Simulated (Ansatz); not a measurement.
# Cr: one candidate structure

Aim: relax Cr from this start, alpha-gallium type (Cmce, No. 64), and see where it ends.

Method: DFT PBEsol, scalar-relativistic, plane waves, PAW, in Ansatz 0.2.0.

## Step 1: The starting structure

It takes space group Cmce (No. 64, orthorhombic). Conventional cell: a = 4.020 Å, b = 6.814 Å, c = 4.026 Å, α = 90.00°, β = 90.00°, γ = 90.00°. Cr (site symmetry m) is surrounded by 7 Cr at 2.17 to 2.49 Å.

Coordinates:

```cif
data_structure
_symmetry_space_group_name_H-M 'P 1'
_symmetry_Int_Tables_number 1
_cell_length_a 3.9558
_cell_length_b 3.9558
_cell_length_c 4.0258
_cell_angle_alpha 90.000
_cell_angle_beta 90.000
_cell_angle_gamma 118.916
_cell_volume 55.14
loop_
_atom_site_label
_atom_site_type_symbol
_atom_site_fract_x
_atom_site_fract_y
_atom_site_fract_z
_atom_site_occupancy
Cr1 Cr 0.15250 0.84750 0.07850 1
Cr2 Cr 0.65250 0.34750 0.42150 1
Cr3 Cr 0.84750 0.15250 0.92150 1
Cr4 Cr 0.34750 0.65250 0.57850 1
```

(A quick probe on a coarse mesh, which set the mesh and smearing, is not shown.)

## Step 3: Rough relaxation on the coarse mesh

The input, input.yaml:

```yaml
crystal:
  lattice:
    - [2.0102088612, -3.4069312307, 0.0]
    - [2.0102088612, 3.4069312307, 0.0]
    - [0.0, 0.0, 4.0257655634]
  atoms:
    - { symbol: Cr, position: [0.1525, 0.8475, 0.0785] }
    - { symbol: Cr, position: [0.6525, 0.3475, 0.4215] }
    - { symbol: Cr, position: [0.8475, 0.1525, 0.9215] }
    - { symbol: Cr, position: [0.3475, 0.6525, 0.5785] }
basis:
  ecutwfc: 420
kpoints:
  mp_grid: { grid: [6, 6, 4] }
hamiltonian:
  xc: pbesol
scf:
  occupations: { method: gaussian, width: 0.1 }
  lower_state_search: "off"
output:
  forces: true
  stress: true
  eigenvalues: true
relax:
  adjacent_minimum: "off"
  f_tol: 0.04
  max_steps: 70
  cell: { stress_tol: 0.4 }
```

Further runs follow: rough relaxation on the coarse mesh; relaxing cell and atoms.

What does the calculation give?

The runs gave:

```
           quantity                                                                      value
cell (conventional)  a = 2.736 Å, b = 3.936 Å, c = 8.619 Å, α = 90.00°, β = 90.00°, γ = 90.00°
        space group                                                              Fmmm (No. 69)
             volume                                                              11.60 Å³/atom
    gap on the mesh                                                               none (metal)
```

**Reading.** The structure ended in another space group than at the start: Cmce to Fmmm. A spin-polarised run here lost its starting moments, which speaks against magnetism, though one start doesn't rule it out.
